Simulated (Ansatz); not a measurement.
**Response to strain in TlCl**

The reference is TlCl in the CsCl type structure (space group Pm-3m, No. 221; a = 3.769 Å).

Strains are applied to the cell and any free atomic positions relax.

All numbers come from Ansatz (a program for electronic structure), PBEsol, PAW, cutoff 420 eV, no spin-orbit coupling.

Notes on the quantities. energy relative to the base: free energy F.

| isotropic strain (%) | energy relative to the base (meV/atom) |
|---|---|
| -2.5 | 15.6 |
| -2 | 9.8 |
| -1 | ? |
| -0.5 | 0.6 |
| 0 | 0.0 |
| 0.5 | 0.6 |
| 2 | 8.4 |
| 2.5 | 12.8 |
| 3 | 18.0 |

### Question
Fit ΔE = Aε² + Bε³ (ε in %) to the rows shown and predict the withheld row.

### Answer
Least squares on the printed values gives A = 2.27 and B = -0.090 meV/atom (largest residual 0.0 meV/atom); this predicts 2.4 meV/atom, and the run gives 2.3 meV/atom, in agreement.

Stability against distortions was not tested.
